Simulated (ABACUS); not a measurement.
# KTaO3 (Pm-3m) in ABACUS: notebook

One crystal, KTaO3, is run at these levels: PBEsol; tasks: equation of state.

All numbers are computed with ABACUS 3.10.1; they aren't measurements. Logs are shortened: lines on timing, memory, paths and dates and some standing lists are left out, and cuts for length are marked.

## Step 1: The crystal as given

It takes space group Pm-3m (No. 221, cubic). Conventional cell: a = 3.988 Å, b = 3.988 Å, c = 3.988 Å, α = 90.00°, β = 90.00°, γ = 90.00°. Around Ta (site symmetry m-3m) lie 6 O at 1.99 Å. K (site symmetry m-3m) is surrounded by 12 O at 2.82 Å. O (site symmetry 4/mmm) has 2 Ta at 1.99 Å as nearest neighbours.

## Step 2: Equation of state, PBEsol, 11.93 Å³/atom (volume scaled by 0.94)

Contents of run_abacus.py:

```python
"""ABACUS run from a structure file: ASE reads it, the script writes STRU, KPT and INPUT."""
import re
import subprocess
import spglib
from ase import Atoms
from ase.io import read
from ase.units import Bohr

atoms = read("KTaO3.cif")
cell, frac, numbers = spglib.standardize_cell((atoms.cell[:], atoms.get_scaled_positions(), atoms.numbers), to_primitive=True, symprec=1e-4)
atoms = Atoms(numbers=numbers, cell=cell, scaled_positions=frac, pbc=True)  # the primitive cell
atoms = atoms[(-atoms.numbers).argsort(kind="stable")]  # ABACUS lists atoms element by element
pseudo = {'Ta': 'Ta.upf', 'K': 'K.upf', 'O': 'O.upf'}
orbital = {}
magmoms = None
kmesh = [6, 6, 6]
params = {
    'suffix': 'KTaO3',
    'calculation': 'scf',
    'basis_type': 'pw',
    'pseudo_dir': './',
    'symmetry': 1,
    'dft_functional': 'pbesol',
    'ecutwfc': 132,
    'pseudo_rcut': 7,
    'nspin': 1,
    'nbands': 33,
    'ks_solver': 'dav',
    'smearing_method': 'fd',
    'smearing_sigma': 0.00367493,
    'scf_thr': 1e-08,
    'scf_nmax': 100,
    'mixing_type': 'broyden',
    'mixing_beta': 0.7,
    'cal_force': 1,
    'cal_stress': 1,
    'kpar': 4,
}

symbols = atoms.get_chemical_symbols()
elements = list(dict.fromkeys(symbols))
lines = ["ATOMIC_SPECIES"] + [f"{e} {atoms.get_masses()[symbols.index(e)]:.4f} {pseudo[e]}" for e in elements]
if orbital:
    lines += ["", "NUMERICAL_ORBITAL"] + [orbital[e] for e in elements]
lines += ["", "LATTICE_CONSTANT", f"{1 / Bohr:.10f}", "", "LATTICE_VECTORS"]
lines += [" ".join(f"{x:.10f}" for x in v) for v in atoms.cell]
lines += ["", "ATOMIC_POSITIONS", "Direct"]
for e in elements:
    lines += ["", e, "0.0", str(symbols.count(e))]
    for i, p in enumerate(atoms.get_scaled_positions(wrap=False)):
        if symbols[i] == e:
            mag = "" if magmoms is None else " mag " + " ".join(str(x) for x in (magmoms[i] if isinstance(magmoms[i], list) else [magmoms[i]]))
            lines.append(" ".join(f"{x:.10f}" for x in p) + " 1 1 1" + mag)
open("STRU", "w").write("\n".join(lines) + "\n")
open("KPT", "w").write("K_POINTS\n0\nGamma\n%d %d %d 0 0 0\n" % tuple(kmesh))
open("INPUT", "w").write("INPUT_PARAMETERS\n" + "".join(f"{k:<20s}{v}\n" for k, v in params.items()))

done = subprocess.run(['mpirun', '-np', '4', 'abacus'])
if done.returncode:
    raise SystemExit(done.returncode)
log = open("OUT.KTaO3/running_scf.log").read()
print("final energy (eV):", re.findall(r"FINAL_ETOT_IS (\S+)", log))
```

Contents of KTaO3.cif:

```cif
data_KTaO3
_cell_length_a 3.90688328
_cell_length_b 3.90688328
_cell_length_c 3.90688328
_cell_angle_alpha 90.00000000
_cell_angle_beta 90.00000000
_cell_angle_gamma 90.00000000
_space_group_name_H-M_alt 'Pm-3m'
_space_group_name_Hall '-P 4 2 3'
_space_group_IT_number 221
loop_
_space_group_symop_operation_xyz
'x,y,z'
'-x,-y,-z'
'-y,x,z'
'y,-x,-z'
'-x,-y,z'
'x,y,-z'
'y,-x,z'
'-y,x,-z'
'x,-y,-z'
'-x,y,z'
'-y,-x,-z'
'y,x,z'
'-x,y,-z'
'x,-y,z'
'y,x,-z'
'-y,-x,z'
'z,x,y'
'-z,-x,-y'
'z,-y,x'
'-z,y,-x'
'z,-x,-y'
'-z,x,y'
'z,y,-x'
'-z,-y,x'
'-z,x,-y'
'z,-x,y'
'-z,-y,-x'
'z,y,x'
'-z,-x,y'
'z,x,-y'
'-z,y,x'
'z,-y,-x'
'y,z,x'
'-y,-z,-x'
'x,z,-y'
'-x,-z,y'
'-y,z,-x'
'y,-z,x'
'-x,z,y'
'x,-z,-y'
'-y,-z,x'
'y,z,-x'
'-x,-z,-y'
'x,z,y'
'y,-z,-x'
'-y,z,x'
'x,-z,y'
'-x,z,-y'
loop_
_atom_site_label
_atom_site_type_symbol
_atom_site_symmetry_multiplicity
_atom_site_Wyckoff_symbol
_atom_site_fract_x
_atom_site_fract_y
_atom_site_fract_z
_atom_site_occupancy
Ta1 Ta 1 a 0.0000000000 0.0000000000 0.0000000000 1
K1 K 1 b 0.5000000000 0.5000000000 0.5000000000 1
O1 O 3 d 0.0000000000 0.0000000000 0.5000000000 1
```

Potentials or basis: PseudoDojo NC SR 0.4 PBEsol stringent, plane waves.

Started as:

```bash
> OMP_NUM_THREADS=1 python run_abacus.py > log
```

running log:

```text
ABACUS v3.10.1

               Atomic-orbital Based Ab-initio Computation at UStc

 ------------------------------------------------------------------------------------

 READING GENERAL INFORMATION
                           global_out_dir = OUT.KTaO3/
                           global_in_card = INPUT
                               pseudo_dir = ./
                              orbital_dir =
                                    DSIZE = 4
                                    GSIZE = 1

 READING UNITCELL INFORMATION
                                    ntype = 3
                  lattice constant (Bohr) = 1.88973
              lattice constant (Angstrom) = 1

 READING ATOM TYPE 1
                               atom label = Ta
                      L=0, number of zeta = 1
                      L=1, number of zeta = 1
                      L=2, number of zeta = 1
             number of atom for this type = 1

 READING ATOM TYPE 2
                               atom label = K
                      L=0, number of zeta = 1
                      L=1, number of zeta = 1
                      L=2, number of zeta = 1
             number of atom for this type = 1

 READING ATOM TYPE 3
                               atom label = O
                      L=0, number of zeta = 1
                      L=1, number of zeta = 1
                      L=2, number of zeta = 1
             number of atom for this type = 3

                        TOTAL ATOM NUMBER = 5
DIRECT COORDINATES
    atom                   x                   y                   z     mag                  vx                  vy                  vz
taud_Ta1            0.0000000000        0.0000000000        0.0000000000  0.0000        0.0000000000        0.0000000000        0.0000000000
taud_K1            0.5000000000        0.5000000000        0.5000000000  0.0000        0.0000000000        0.0000000000        0.0000000000
taud_O1            0.0000000000        0.0000000000        0.5000000000  0.0000        0.0000000000        0.0000000000        0.0000000000
taud_O2            0.5000000000        0.0000000000        0.0000000000  0.0000        0.0000000000        0.0000000000        0.0000000000
taud_O3            0.0000000000        0.5000000000        0.0000000000  0.0000        0.0000000000        0.0000000000        0.0000000000

                          Volume (Bohr^3) = 402.428
                             Volume (A^3) = 59.6336

 Lattice vectors: (Cartesian coordinate: in unit of a_0)
             +3.90688                  +0                  +0
                   +0            +3.90688                  +0
                   +0                  +0            +3.90688
 Reciprocal vectors: (Cartesian coordinate: in unit of 2 pi/a_0)
            +0.255959                  -0                  +0
                   -0           +0.255959                  -0
                   +0                  -0           +0.255959
 The esolver type has been set to : ksdft_pw

                PAO radial cut off (Bohr) = 7

 Read in pseudopotential file is Ta.upf
                     pseudopotential type = NC
          exchange-correlation functional = PBESOL
                 nonlocal core correction = 1
                        valence electrons = 27
                                     lmax = 3
                           number of zeta = 5
                     number of projectors = 8
                           L of projector = 0
                           L of projector = 0
                           L of projector = 1
                           L of projector = 1
                           L of projector = 2
                           L of projector = 2
                           L of projector = 3
                           L of projector = 3
                PAO radial cut off (Bohr) = 7

 Read in pseudopotential file is K.upf
                     pseudopotential type = NC
          exchange-correlation functional = PBESOL
                 nonlocal core correction = 1
                        valence electrons = 9
                                     lmax = 2
                           number of zeta = 3
                     number of projectors = 6
                           L of projector = 0
[... 5 lines left out ...]
                PAO radial cut off (Bohr) = 7

 Read in pseudopotential file is O.upf
                     pseudopotential type = NC
          exchange-correlation functional = PBESOL
                 nonlocal core correction = 1
                        valence electrons = 6
                                     lmax = 2
                           number of zeta = 2
                     number of projectors = 5
                           L of projector = 0
                           L of projector = 0
                           L of projector = 1
                           L of projector = 1
                           L of projector = 2
     initial pseudo atomic orbital number = 34

 SETUP THE ELECTRONS NUMBER
            electron number of element Ta = 27
[... 96 lines left out ...]
       4  0.50000000  0.00000000  0.00000000  0.0139       3
       5  0.16666667  0.16666667  0.00000000  0.0556       7
       6  0.33333333  0.16666667  0.00000000  0.1111       8
[... 12 lines left out ...]
      19  0.50000000  0.50000000  0.33333333  0.0278      93
      20  0.50000000  0.50000000  0.50000000  0.0046     129

                               nkstot now = 20
[... K-POINTS DIRECT COORDINATES: 20 rows ...]

           k-point number in this process = 5
       minimum distributed K point number = 5
[... stars of the k points ...]

[... K-POINTS CARTESIAN COORDINATES: 5 rows ...]

[... K-POINTS DIRECT COORDINATES: 5 rows ...]

 SETUP PLANE WAVES FOR WAVE FUNCTIONS
     energy cutoff for wavefunc (unit:Ry) = 132
              fft grid for wave functions = [ 60, 60, 60 ]
                    number of plane waves = 11513
                         number of sticks = 613

 PARALLEL PW FOR WAVE FUNCTIONS
     PROC   COLUMNS(POT)             PW
        1            613          11513
 --------------- sum -------------------
        1            613          11513

 SETUP NONLOCAL PSEUDOPOTENTIALS IN PLANE WAVE BASIS
 Ta non-local projectors:
 projector 1 L=0
 projector 2 L=0
 projector 3 L=1
 projector 4 L=1
 projector 5 L=2
 projector 6 L=2
 projector 7 L=3
 projector 8 L=3
 K non-local projectors:
 projector 1 L=0
 projector 2 L=0
 projector 3 L=1
 projector 4 L=1
 projector 5 L=2
 projector 6 L=2
 O non-local projectors:
 projector 1 L=0
 projector 2 L=0
 projector 3 L=1
 projector 4 L=1
 projector 5 L=2
      TOTAL NUMBER OF NONLOCAL PROJECTORS = 89

 Init Non-Local PseudoPotential table :
 Init Non-Local-Pseudopotential done.

                                     npwx = 10395

 Make real space PAO into reciprocal space.
       max mesh points in Pseudopotential = 701
     dq(describe PAO in reciprocal space) = 0.01
                                    max q = 1383

 number of pseudo atomic orbitals for Ta is 5
WARNING: norm of atomic wavefunction # 4 of atomic type Ta is 0.998532, renormalized
WARNING: norm of atomic wavefunction # 5 of atomic type Ta is 0.995327, renormalized

 number of pseudo atomic orbitals for K is 3
WARNING: norm of atomic wavefunction # 2 of atomic type K is 0.999999, renormalized
WARNING: norm of atomic wavefunction # 3 of atomic type K is 0.923301, renormalized

 number of pseudo atomic orbitals for O is 2
WARNING: norm of atomic wavefunction # 2 of atomic type O is 0.999978, renormalized

 -------------------------------------------
 SELF-CONSISTENT
 -------------------------------------------
                                 init_chg = atomic

 PW ALGORITHM --------------- ION=   1  ELEC=   1--------------------------------

 Density error is 1.6242395302
                          Error Threshold = 0.01
----------------------------------------------------------
     Energy           Rydberg                 eV
----------------------------------------------------------
 E_KohnSham     -807.0618233095      -10980.6394352788
 E_Harris       -814.1159058450      -11076.6151519232
 E_Fermi        0.7907573695         10.7588059602
----------------------------------------------------------
[... 99 lines left out ...]
 Density error is 4.08440705206e-09
                          Error Threshold = 3.16858928885e-11
----------------------------------------------------------
     Energy           Rydberg                 eV
----------------------------------------------------------
 E_KohnSham     -807.7853809638      -10990.4839422089
 E_KS(sigma->0) -807.7853809638      -10990.4839422089
 E_Harris       -807.7840757693      -10990.4661841267
 E_band         -19.7053605018       -268.1051839683
 E_one_elec     -502.3832853640      -6835.2752609100
 E_Hartree      297.5362697190       4048.1886298432
 E_xc           -142.1208496175      -1933.6533593990
 E_Ewald        -460.8175157014      -6269.7439517430
 E_entropy(-TS) -0.0000000000        -0.0000000000
 E_descf        0.0000000000         0.0000000000
 E_exx          0.0000000000         0.0000000000
 E_Fermi        0.8977329252         12.2142830644
----------------------------------------------------------

 charge density convergence is achieved
 final etot is -10990.483942 eV
 EFERMI = 12.214283064 eV

 STATE ENERGY(eV) AND OCCUPATIONS    NSPIN == 1
 1/5 kpoint (Cartesian) = 0.0000 0.0000 0.0000 (10395 pws)
       1       -56.0234     0.00925926
       2       -22.6771     0.00925926
       3       -22.6771     0.00925926
       4       -22.6771     0.00925926
       5       -16.0349     0.00925926
       6       -7.73010     0.00925926
[... 165 lines left out ...]
      32        19.3145    2.36652e-63
      33        19.6656    2.11123e-66

------------------------------------------------------------------------------------------
 TOTAL-FORCE (eV/Angstrom)
------------------------------------------------------------------------------------------
                       Ta1         0.0000000000         0.0000000000         0.0000000000
                        K1         0.0000000000         0.0000000000         0.0000000000
                        O1         0.0000000000         0.0000000000         0.0000000000
                        O2         0.0000000000         0.0000000000         0.0000000000
                        O3         0.0000000000         0.0000000000         0.0000000000
------------------------------------------------------------------------------------------

----------------------------------------------------------------
 TOTAL-STRESS (KBAR)
----------------------------------------------------------------
       130.5837910431        -0.0000000000        -0.0000000000
        -0.0000000000       130.5837910431         0.0000000000
        -0.0000000000         0.0000000000       130.5837910431
----------------------------------------------------------------
 TOTAL-PRESSURE: 130.583791 KBAR

 --------------------------------------------
 !FINAL_ETOT_IS -10990.4839422088716674 eV
 --------------------------------------------
```

Run time: 18 s. Hardware: 4 MPI ranks of AMD EPYC 9R45 (Zen 5), shared host; peak memory 0.92 GiB.

Results:

```
Free energy            : -10990.4839 eV
Pressure               : 13.1 GPa
Band gap on the k mesh : 2.27 eV, indirect (least direct gap 2.84 eV)
```

Caveat: spin-orbit coupling is left out, which moves the levels of the heavy elements.

## Step 3: Equation of state, PBEsol, 12.43 Å³/atom (volume scaled by 0.98)

run_abacus.py is that of step 2.

Edit KTaO3.cif of step 2 so:

```diff
@@ -1,5 +1,5 @@
 data_KTaO3
-_cell_length_a 3.90688328
-_cell_length_b 3.90688328
-_cell_length_c 3.90688328
+_cell_length_a 3.96153208
+_cell_length_b 3.96153208
+_cell_length_c 3.96153208
 _cell_angle_alpha 90.00000000
```

Potentials or basis: PseudoDojo NC SR 0.4 PBEsol stringent, plane waves.

Started as:

```bash
> OMP_NUM_THREADS=1 python run_abacus.py > log
```

Run time: 18 s. Hardware: 4 MPI ranks of AMD EPYC 9R45 (Zen 5), shared host; peak memory 0.96 GiB.

Results (log left out):

```yaml
Free_energy: -10990.6097 eV
Pressure: 3.2 GPa
Band_gap_on_the_k_mesh: 2.19 eV, indirect (least direct gap 2.79 eV)
```

Caveat: spin-orbit coupling is left out, which moves the levels of the heavy elements.

## Step 4: Equation of state, PBEsol, 12.94 Å³/atom (volume scaled by 1.02)

run_abacus.py is that of step 3.

Edit KTaO3.cif of step 3 so:

```diff
@@ -1,5 +1,5 @@
 data_KTaO3
-_cell_length_a 3.96153208
-_cell_length_b 3.96153208
-_cell_length_c 3.96153208
+_cell_length_a 4.01471335
+_cell_length_b 4.01471335
+_cell_length_c 4.01471335
 _cell_angle_alpha 90.00000000
```

Started as:

```bash
> OMP_NUM_THREADS=1 python run_abacus.py > log
```

Run time: 18 s. Hardware: 4 MPI ranks of AMD EPYC 9R45 (Zen 5), shared host; peak memory 0.96 GiB.

Results (log left out):

```yaml
Free_energy: -10990.5952 eV
Pressure: -4.7 GPa
Band_gap_on_the_k_mesh: 2.10 eV, indirect (least direct gap 2.72 eV)
```

Caveat: spin-orbit coupling is left out, which moves the levels of the heavy elements.

## Step 5: Equation of state, PBEsol, 13.45 Å³/atom (volume scaled by 1.06)

run_abacus.py is that of step 4.

Edit KTaO3.cif of step 4 so:

```diff
@@ -1,5 +1,5 @@
 data_KTaO3
-_cell_length_a 4.01471335
-_cell_length_b 4.01471335
-_cell_length_c 4.01471335
+_cell_length_a 4.06652182
+_cell_length_b 4.06652182
+_cell_length_c 4.06652182
 _cell_angle_alpha 90.00000000
```

Started as:

```bash
> OMP_NUM_THREADS=1 python run_abacus.py > log
```

Wall time 16 s (4 MPI ranks of AMD EPYC 9R45 (Zen 5), shared host); peak memory 1 GiB.

Results (log left out):

| Property | Result |
| --- | --- |
| Free energy | -10990.4681 eV |
| Pressure | -11.1 GPa |
| Band gap on the k mesh | 2.02 eV, indirect (least direct gap 2.65 eV) |

Caveat: spin-orbit coupling is left out, which moves the levels of the heavy elements.

## Step 6: Equation of state, PBEsol

Potentials or basis: PseudoDojo NC SR 0.4 PBEsol stringent, plane waves.

No new run: the results of the series are fitted here.

Results:

* Equilibrium volume: 12.63 Å³/atom
* Bulk modulus: 202 GPa
* Pressure derivative of the bulk modulus: 4.5 (rough: it moves with the points fitted)

Energy against volume, from the lowest point:
```tsv
volume (Å³/atom)	energy (meV/atom)
11.927	25.16
12.434	0.00
12.942	2.90
13.449	28.32
```
